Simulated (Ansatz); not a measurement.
Independent-particle absorption of ZnS (F-43m, a = 5.443 Å, b = 5.443 Å, c = 5.443 Å, α = 90.00°, β = 90.00°, γ = 90.00°), no local fields or excitons, 0.1 eV broadening. Level of theory: DFT PBE, scalar-relativistic, plane waves, PAW in Ansatz 0.2.0.

Plane waves to 420 eV, a k mesh through Γ of 10×10×10 on the computed 2-atom cell and Gaussian smearing (0.02 eV); no spin polarisation. The spectrum is summed on a 15×15×15 mesh.

```
Zn S
1.0
     0.00000    2.72148    2.72148
     2.72148    0.00000    2.72148
     2.72148    2.72148    0.00000
Zn S
1 1
Direct
  0.25000 0.25000 0.25000
  0.00000 0.00000 0.00000
```

```tsv
photon energy (eV)	ε2,zz
0.0	0.00
0.4	0.00
0.8	0.00
1.2	0.00
1.6	0.00
2.0	0.13
2.4	0.87
2.8	1.18
3.2	1.51
3.6	2.04
4.0	4.20
4.4	6.30
4.8	5.54
5.2	5.33
5.6	7.93
6.0	16.78
6.4	9.69
6.8	6.55
7.2	7.06
7.6	8.47
8.0	7.19
8.4	5.25
8.8	4.25
9.2	3.24
9.6	2.51
10.0	2.41
10.4	2.89
10.8	2.13
11.2	1.58
11.6	1.58
12.0	1.62
12.4	1.34
12.8	1.05
13.2	1.08
13.6	1.00
14.0	0.79
```

The strongest peak lies near 5.8 eV. ε∞ (xx, yy, zz) = 6.3, 6.3, 6.3.

Cost: 1 run of about 0.64 core-minutes, on Arm Neoverse V1 (shared hosts).